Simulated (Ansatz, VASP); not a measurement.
# Cross-check of Si between VASP and Ansatz, part 2 of 2

One calculation is typed for both programs; each brings its own data sets. How far apart do they land? The structure shown is the end of the Ansatz relaxation below.

VASP 6.6.1 and Ansatz 0.2.0.

So far. Step 3 (VASP: single point, PBEsol, pair 1): The run ends at a pressure of 1.36 GPa.

## (6) VASP: single point, PBEsol, pair 2 (continued)

Level of this step: PBEsol; plane waves and PAW (Si) (VASP).

Numbers of over 12 decimals in the logs are rounded to 6 here.

From OUTCAR (step 6):

```text
  Total       -0.7371593     -0.7371593      0.0506501      0.0000000      0.0000000      0.0000000
  in kB      -14.5578990    -14.5578990      1.0002702      0.0000000      0.0000000      0.0000000
  external PRESSURE =      -9.3718426 kB  Pullay stress =       0.0000000 kB

 POSITION                                       TOTAL-FORCE (eV/Angst)
 -----------------------------------------------------------------------------------
      0.00000      0.00000      2.69391        -0.000000      0.000000     -0.000000
      1.94021      0.00000      4.04087        -0.000000      0.000000      0.000000
      1.94021      1.94021      0.00000         0.000000     -0.000000      0.000000
      0.00000      1.94021      1.34696         0.000000     -0.000000      0.000000
 -----------------------------------------------------------------------------------
    total drift:                               -0.000000      0.000000     -0.000000

  FREE ENERGIE OF THE ION-ELECTRON SYSTEM (eV)
  ---------------------------------------------------
  free  energy   TOTEN  =       -22.9730173471 eV

  energy  without entropy=      -22.9730149317  energy(sigma->0) =      -22.97301614

[... 1 part as in an earlier step ...]

[... 2 further parts left out ...]
[key lines of the parts left out:]
E-fermi :   5.8852
```

The run ends at a pressure of -0.94 GPa.

## (7) Comparison

The two programs side by side:

| quantity | Ansatz | VASP | difference |
| --- | --- | --- | --- |
| pressure (GPa) | -1.06 | -0.94 | -0.12 |
| gap on the k mesh (eV) | 0.301 | 0.295 | +0.006 |

A gap on the mesh is an upper bound, since the band edges may lie between its points.

## (8) Ansatz: relaxation, PBEsol

This run makes the geometry at which the two programs are then compared. The cell compared in this pair holds 77.22 Å³, against 81.13 Å³ for the pair before.

The structure compared here is the end of the Ansatz relaxation.

Input file input.yaml:

```yaml
crystal:
  lattice:
    - [3.72674873, 0.0, 0.0]
    - [0.0, 3.72674873, 0.0]
    - [0.0, 0.0, 5.531222578]
  atoms:
    - { symbol: Si, position: [0.0, 0.0, 0.5] }
    - { symbol: Si, position: [0.5, 0.0, 0.75] }
    - { symbol: Si, position: [0.5, 0.5, 0.0] }
    - { symbol: Si, position: [0.0, 0.5, 0.25] }
kpoints:
  mp_grid: { grid: [7, 7, 5] }
scf:
  occupations: { method: fermi_dirac, width: 0.02 }
hamiltonian:
  xc: pbesol
  pseudopotentials: { kind: paw, azcp: { folder: soft_1 }, xc_functional: pbe }
basis:
  ecutwfc: 600
output:
  forces: true
  stress: true
relax:
  f_tol: 0.005
  max_steps: 70
  cell: { stress_tol: 0.02, p_target: 0, fix: [a, b, alpha, beta, gamma] }
```

Started as:

```sh
$ ansatz run input.yaml --threads 8 --pin off --max-ram 18432MiB --backend cpu --events-out ev --progress --plain --runs-dir out
```

What it wrote:

```text
[...]
Crystal: 4 atoms, lattice volume = 76.821 Å³
Basis set: ecut = 600 eV, 2591 PW (Γ), exchange–correlation on 60×60×90 points (8 copies of the dense FFT grid, shifted against one another)
Bands: 12, of which v1, the nominal top of the filled ones, is band 8 counted from 1 (7 counted from 0)
Symmetry: 32 space group operations
[...]
k-points: 30 of 245
[...]
0.000000       0.000000       0.000949
  P = ⅓ Tr σ = 3.7626 GPa (37.626 kbar)
--- Relaxed structure (3 steps of the walk, 3 accepted, 1 SCFs on fresh bases) ---
[...]
cell:  # Å, volume = 77.2188 Å³
    - [3.72674873, 0, 0.0]
    - [0, 3.72674873, 0.0]
    - [0.0, 0.0, 5.559848]
  atoms:
    - { symbol: Si, position: [0, 0, 0.5] }
    - { symbol: Si, position: [0.5, 0, 0.75] }
    - { symbol: Si, position: [0.5, 0.5, 0] }
    - { symbol: Si, position: [0, 0.5, 0.25] }
[key lines of the parts left out:]
SCF converged after 4 iterations
Free energy (F): -2485.888334 eV
Fermi energy:    6.750014 eV
```

## (9) VASP: single point, PBEsol, pair 3

The same cell, functional, mesh and smearing now go to VASP, with its own data sets.

Input file INCAR:

```
SYSTEM = Si
PREC = Accurate
ENCUT = 500
EDIFF = 1E-06
NELM = 120
ISMEAR = -1
SIGMA = 0.02
LREAL = .FALSE.
ALGO = Normal
GGA = PS
NBANDS = 14
LORBIT = 11
LWAVE = .FALSE.
LCHARG = .FALSE.
ISIF = 2
LASPH = .TRUE.
GGA_COMPAT = .FALSE.
EFERMI = MIDGAP
```

Input file POSCAR:

```
Si
1.0
    3.7267487300      0.0000000000      0.0000000000
    0.0000000000      3.7267487300      0.0000000000
    0.0000000000      0.0000000000      5.5598483289
Si
4
Direct
    0.0000000000      0.0000000000      0.5000000000
    0.5000000000      0.0000000000      0.7500000000
    0.5000000000      0.5000000000      0.0000000000
    0.0000000000      0.5000000000      0.2500000000
```

Input file KPOINTS:

```
Automatic mesh
0
Gamma
7 7 5
0 0 0
```

The projector-augmented-wave data sets are Si (PBE family, release 64).

Started as:

```sh
$ mpirun -np 1 vasp_std
```

What it wrote:

```text
[... set-up lines as in an earlier step ...]
 entering main loop
       N       E                     dE             d eps       ncg     rms          rms(c)
DAV:   1     0.266776448030E+02    0.26678E+02   -0.58267E+03   840   0.906E+02
DAV:   2    -0.213817269544E+02   -0.48059E+02   -0.43734E+02  1162   0.130E+02
DAV:   3    -0.233626066355E+02   -0.19809E+01   -0.19649E+01  1172   0.251E+01
DAV:   4    -0.233864608888E+02   -0.23854E-01   -0.23849E-01   960   0.364E+00
[...]
DAV:   9    -0.228940662661E+02   -0.91114E-04   -0.53627E-04  1110   0.144E-01    0.821E-02
DAV:  10    -0.228941079159E+02   -0.41650E-04   -0.12876E-04   954   0.638E-02    0.409E-02
DAV:  11    -0.228941081972E+02   -0.28136E-06   -0.26332E-06  1064   0.107E-02
   1 F= -.22894108E+02 E0= -.22893960E+02  d E =-.297184E-03
```

OUTCAR, selected parts (step 9):

```text
  Total        2.7830879      2.7830879      0.0684751      0.0000000      0.0000000      0.0000000
  in kB       57.7449938     57.7449938      1.4207571      0.0000000      0.0000000      0.0000000
  external PRESSURE =      38.9702482 kB  Pullay stress =       0.0000000 kB

 POSITION                                       TOTAL-FORCE (eV/Angst)
 -----------------------------------------------------------------------------------
      0.00000      0.00000      2.77992         0.000000     -0.000000     -0.000000
      1.86337      0.00000      4.16989        -0.000000      0.000000     -0.000000
      1.86337      1.86337      0.00000        -0.000000     -0.000000     -0.000000
      0.00000      1.86337      1.38996        -0.000000     -0.000000      0.000000
 -----------------------------------------------------------------------------------
    total drift:                               -0.000000      0.000000     -0.000000

  FREE ENERGIE OF THE ION-ELECTRON SYSTEM (eV)
  ---------------------------------------------------
  free  energy   TOTEN  =       -22.8941081972 eV

  energy  without entropy=      -22.8938110128  energy(sigma->0) =      -22.89395961

[... 1 part as in an earlier step ...]

[... 2 further parts left out ...]
[key lines of the parts left out:]
E-fermi :   6.3501
```

The run ends at a pressure of 3.90 GPa.

## (10) Comparison

The two programs side by side:

| quantity | Ansatz | VASP | difference |
| --- | --- | --- | --- |
| pressure (GPa) | 3.76 | 3.90 | -0.13 |
| gap on the k mesh (eV) | 0.102 | 0.095 | +0.006 |

A gap on the mesh is an upper bound, since the band edges may lie between its points.

## (11) Outcome

| Property | Result |
| --- | --- |
| difference in gap on the k mesh (single point, PBEsol, pair 1) | 0.0062 eV |
| difference in gap on the k mesh (single point, PBEsol, pair 2) | 0.0056 eV |
| difference in gap on the k mesh (single point, PBEsol, pair 3) | 0.0063 eV |

**Reading.** The difference in gap on the k mesh is 0.0063 eV (single point, PBEsol, pair 3), within the 0.08 eV picked in this series as the mark of a large difference. 3 further runs of this series are not shown here. Such differences can come from data sets, numerical settings and the points named under the comparisons, not from the functional's error against experiment.

[Lines on the potential files, build, host, timing and source positions are cut from VASP's logs without a mark.]

[Logs are printed without paths, hosts, clocks, repeated set-up lines and the standing remarks that a program may print on its own settings, such as how far it seeks lower states.]

[Hosts, paths, dates, database ids (printed as entryN), source tags and the programs' standing remarks are cut or masked in the printed files.]
